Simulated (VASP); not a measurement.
Computed with PBE GGA, VASP's PBE PAW potentials (set 64) (plane waves; VASP).

VASP ran on this input.

### INCAR
```
ALGO  =  Normal
EDIFF  =  1E-6
EDIFFG  =  -0.01
ENCUT  =  400
GGA  =  PE
IBRION  =  2
ISIF  =  2
ISMEAR  =  0
LASPH  =  .TRUE.
LCHARG  =  .FALSE.
LMAXMIX  =  4
LREAL  =  .FALSE.
LWAVE  =  .FALSE.
NELM  =  100
NSW  =  40
PREC  =  Accurate
SIGMA  =  0.05
SYSTEM  =  AlSb
```

**POSCAR**
```
AlSb
1
    0.0000000000     3.1314000000     3.1314000000
    3.1314000000     0.0000000000     3.1314000000
    3.1314000000     3.1314000000     0.0000000000
Al Sb
1 1
Direct
 -0.0111771093   0.0111771093   0.0271444083
  0.2500000000   0.2500000000   0.2500000000
```

KPOINTS:
```
kpoints
0
gamma
 6 6 6
```

POTCAR, in this order: Al Sb (PBE.64 set). Program: vasp_std.

Output

File OSZICAR:
```
       N       E                     dE             d eps       ncg     rms          rms(c)
DAV:   1     0.129983888942E+02    0.12998E+02   -0.23838E+03  1800   0.566E+02
DAV:   2    -0.774763383689E+01   -0.20746E+02   -0.20302E+02  2320   0.797E+01
DAV:   3    -0.821194734344E+01   -0.46431E+00   -0.46431E+00  2344   0.152E+01
DAV:   4    -0.821483707295E+01   -0.28897E-02   -0.28897E-02  2712   0.143E+00
DAV:   5    -0.821484923214E+01   -0.12159E-04   -0.12159E-04  2408   0.731E-02    0.327E+00
DAV:   6    -0.815277169936E+01    0.62078E-01   -0.99807E-02  1904   0.148E+00    0.201E+00
DAV:   7    -0.813496511632E+01    0.17807E-01   -0.85833E-02  2048   0.155E+00    0.428E-01
DAV:   8    -0.813576016409E+01   -0.79505E-03   -0.71379E-03  1840   0.481E-01    0.968E-02
DAV:   9    -0.813609154155E+01   -0.33138E-03   -0.52681E-04  2400   0.156E-01    0.268E-02
DAV:  10    -0.813613726503E+01   -0.45723E-04   -0.39233E-05  2472   0.376E-02    0.132E-02
DAV:  11    -0.813616773790E+01   -0.30473E-04   -0.55142E-05  1952   0.486E-02    0.479E-03
DAV:  12    -0.813616825335E+01   -0.51544E-06   -0.66248E-07  2576   0.588E-03
   1 F= -.81361683E+01 E0= -.81361683E+01  d E =-.813617E+01
       N       E                     dE             d eps       ncg     rms          rms(c)
DAV:   1    -0.818870045259E+01   -0.52533E-01   -0.10360E+00  2120   0.683E+00    0.244E-01
DAV:   2    -0.819209543369E+01   -0.33950E-02   -0.35884E-02  2344   0.141E+00    0.109E-01
DAV:   3    -0.819210845148E+01   -0.13018E-04   -0.41569E-04  2520   0.168E-01    0.660E-02
DAV:   4    -0.819212299740E+01   -0.14546E-04   -0.91883E-05  2112   0.662E-02    0.724E-03
DAV:   5    -0.819212490384E+01   -0.19064E-05   -0.68725E-06  2312   0.204E-02    0.267E-03
DAV:   6    -0.819212531262E+01   -0.40877E-06   -0.16305E-06  1816   0.839E-03
   2 F= -.81921253E+01 E0= -.81921253E+01  d E =-.559571E-01
       N       E                     dE             d eps       ncg     rms          rms(c)
DAV:   1    -0.819650770673E+01   -0.43828E-02   -0.16674E-01  2104   0.275E+00    0.979E-02
DAV:   2    -0.819706101923E+01   -0.55331E-03   -0.58221E-03  2360   0.566E-01    0.434E-02
DAV:   3    -0.819706475918E+01   -0.37400E-05   -0.63178E-05  2512   0.656E-02    0.263E-02
DAV:   4    -0.819706782805E+01   -0.30689E-05   -0.14442E-05  2096   0.267E-02    0.254E-03
DAV:   5    -0.819706813069E+01   -0.30264E-06   -0.92499E-07  1264   0.783E-03
   3 F= -.81970681E+01 E0= -.81970681E+01  d E =-.608999E-01
       N       E                     dE             d eps       ncg     rms          rms(c)
DAV:   1    -0.819777838307E+01   -0.71056E-03   -0.16009E-02  2112   0.851E-01    0.309E-02
DAV:   2    -0.819783215900E+01   -0.53776E-04   -0.56496E-04  2336   0.177E-01    0.133E-02
DAV:   3    -0.819783248013E+01   -0.32113E-06   -0.60848E-06  2488   0.205E-02
   4 F= -.81978325E+01 E0= -.81978325E+01  d E =-.764349E-03
       N       E                     dE             d eps       ncg     rms          rms(c)
DAV:   1    -0.819786936325E+01   -0.37204E-04   -0.13834E-03  2104   0.252E-01    0.939E-03
DAV:   2    -0.819787407411E+01   -0.47109E-05   -0.49377E-05  2368   0.524E-02    0.425E-03
DAV:   3    -0.819787419008E+01   -0.11597E-06   -0.51781E-07  1856   0.622E-03
   5 F= -.81978742E+01 E0= -.81978742E+01  d E =-.806059E-03
       N       E                     dE             d eps       ncg     rms          rms(c)
DAV:   1    -0.819787403913E+01    0.34981E-07   -0.11766E-05  2096   0.228E-02    0.869E-04
DAV:   2    -0.819787407355E+01   -0.34428E-07   -0.35478E-07   912   0.475E-03
   6 F= -.81978741E+01 E0= -.81978741E+01  d E =-.805943E-03
       N       E                     dE             d eps       ncg     rms          rms(c)
DAV:   1    -0.819788294563E+01   -0.89065E-05   -0.21424E-04  2112   0.984E-02    0.352E-03
DAV:   2    -0.819788365343E+01   -0.70780E-06   -0.74387E-06  2352   0.202E-02
   7 F= -.81978837E+01 E0= -.81978837E+01  d E =-.957987E-05
```

**OUTCAR**
```
------------------------ aborting loop because EDIFF is reached ----------------------------------------
  FORCE on cell =-STRESS in cart. coord.  units (eV):
  Direction    XX          YY          ZZ          XY          YZ          ZX
  --------------------------------------------------------------------------------------
  Total       -0.2695678     -0.2695426     -0.2695710     -0.0019372     -0.0016462     -0.0007345
  in kB       -7.0328759     -7.0322192     -7.0329584     -0.0505403     -0.0429483     -0.0191625
  external PRESSURE =      -7.0326845 kB  Pullay stress =       0.0000000 kB
  volume of cell :       61.41
      direct lattice vectors                 reciprocal lattice vectors
     0.000000000  3.131400000  3.131400000    -0.159672990  0.159672990  0.159672990
     3.131400000  0.000000000  3.131400000     0.159672990 -0.159672990  0.159672990
     3.131400000  3.131400000  0.000000000     0.159672990  0.159672990 -0.159672990
 POSITION                                       TOTAL-FORCE (eV/Angst)
 -----------------------------------------------------------------------------------
      0.05988      3.15635      3.13125         0.001798      0.000820      0.002249
      1.62582      1.59075      1.56585        -0.001798     -0.000820     -0.002249
 -----------------------------------------------------------------------------------
    total drift:                               -0.000043     -0.000031     -0.000009
  FREE ENERGIE OF THE ION-ELECTRON SYSTEM (eV)
  ---------------------------------------------------
  free  energy   TOTEN  =        -8.1978836534 eV

  energy  without entropy=       -8.1978836534  energy(sigma->0) =       -8.19788365

 reached required accuracy - stopping structural energy minimisation
```
(Selected blocks of OUTCAR.)

**CONTCAR**
```
AlSb
   1.00000000000000
     0.0000000000000000    3.1314000000000002    3.1314000000000002
     3.1314000000000002    0.0000000000000000    3.1314000000000002
     3.1314000000000002    3.1314000000000002    0.0000000000000000
  Al              Sb
     1     1
Direct
     0.9943975109532397    0.0055537787086047    0.0135689823857090
     0.2444253797467603    0.2556233305913954    0.2635754259142944
```

The compound is AlSb in the zinc blende structure. In the starting cell atoms are displaced from their ideal sites. This run relaxes the ions in a fixed cell.
